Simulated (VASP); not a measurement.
A run of VASP 6.6.1 is set up as follows.

INCAR

```
PREC = Accurate ; ENCUT = 520
EDIFF = 1E-7 ; ISMEAR = 0
SIGMA = 0.1 ; LREAL = False
LASPH = True ; NELM = 80
ALGO = Fast ; ISIF = 2
LWAVE = False ; LCHARG = False
GGA = PE ; NBANDS = 16
```

File KPOINTS:

```
regular mesh
0
Gamma
  6 6 6
```

Contents of POSCAR:

```
GaP
1.0
    0.0000000000      2.7252500000      2.7252500000
    2.7252500000      0.0000000000      2.7252500000
    2.7252500000      2.7252500000      0.0000000000
Ga P
1 1
Direct
    0.0000000000      0.0000000000      0.0000000000
    0.7500000000      0.7500000000      0.7500000000
```

Potentials or basis: VASP PAW PBE potentials, release 64 (Ga_d, P).

The run is started by

```console
$ cat potpaw_PBE.64/Ga_d/POTCAR potpaw_PBE.64/P/POTCAR > POTCAR
$ mpirun -np 1 vasp_std > vasp.out
```

(1) Predict the pressure.

(2) What does it give for the band gap on the k mesh?

## Answers

(1) 2.5 GPa.

(2) 1.65 eV, indirect (least direct gap 1.83 eV).

**The experiment to reproduce.**

From “Stacking defects in GaP nanowires: Electronic structure and optical properties”, 2018, arxiv:1810.01194, for a bulk crystal of GaP at 10 K: band gap 2.34 eV (indirect).

A measured gap of GaP is 2.34 eV (indirect; 10 K; quoted in “Stacking defects in GaP nanowires: Electronic structure and optical properties”, 2018, arxiv:1810.01194); the calculated 1.65 eV misses it by -0.69 eV. Spin-orbit coupling on Ga is left out. The value is that of PBE on a finite k mesh, which can miss the band edges, without temperature or zero-point motion. Semilocal functionals fall short of measured gaps as a rule.
